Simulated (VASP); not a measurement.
## Al in VASP: convergence with EDIFF

Input of the first run (EDIFF 1e-08); the others differ in this setting and in those tied to it:

File INCAR:

```
SYSTEM = Al
PREC     = Accurate       ! precision mode
ENCUT    = 520            ! plane-wave cutoff, eV
EDIFF    = 1E-8           ! SCF threshold, eV
ISMEAR   = 1              ! smearing method
SIGMA    = 0.1            ! smearing width, eV
LREAL    = .FALSE.        ! projectors in reciprocal space
LASPH    = .TRUE.         ! aspherical terms in the spheres
NELM     = 60             ! most SCF steps
ALGO     = Normal         ! electronic algorithm
ISIF     = 2              ! what is computed and relaxed
LWAVE    = .FALSE.        ! write WAVECAR
LCHARG   = .FALSE.        ! write CHGCAR
GGA      = PS             ! functional
NBANDS   = 10             ! bands
```

The input KPOINTS:

```
Automatic mesh
0
G
  8 8 5
  0 0 0
```

POSCAR

```
Al
1.0
    2.8124553515      0.0000000000      0.0000000000
   -1.4062276757      2.4356577814      0.0000000000
    0.0000000000      0.0000000000      4.8668500000
Al
2
Direct
    0.3300370000      0.6639840000      0.2488620000
    0.6737840000      0.3458720000      0.7489270000
```

Potentials or basis: VASP PAW PBE potentials, release 64 (Al).

Launch:

```console
$ cat potpaw_PBE.64/Al/POTCAR > POTCAR
$ mpirun -np 1 vasp_std > vasp.out
```

The cell isn't the ideal one: atoms moved at random, drawn with an rms of 0.02 Å.

This isn't the form of Al at room conditions, which is fcc.

Hardware: 1 thread of Intel(R) Xeon(R) Platinum 8375C CPU @ 2.90GHz (Ice Lake), on a shared host.

```tsv
EDIFF	energy less the tightest run, at zero smearing (meV/atom)	SCF cycles	CPU time (s)	peak memory (GiB)
1e-08	0.00	13	29	0.17
1e-07	0.00	11	35	0.17
1e-06	0.00	10	30	0.17
1e-05	0.00	9	42	0.17
0.0001	0.00	9	28	0.17
0.001	0.00	8	33	0.17
0.01	0.00	8	28	0.17
```

Against the tightest run, the energy stays within 1 meV/atom from 1e-08 on. The tightest run that finished is the yardstick and may itself not be fully converged.
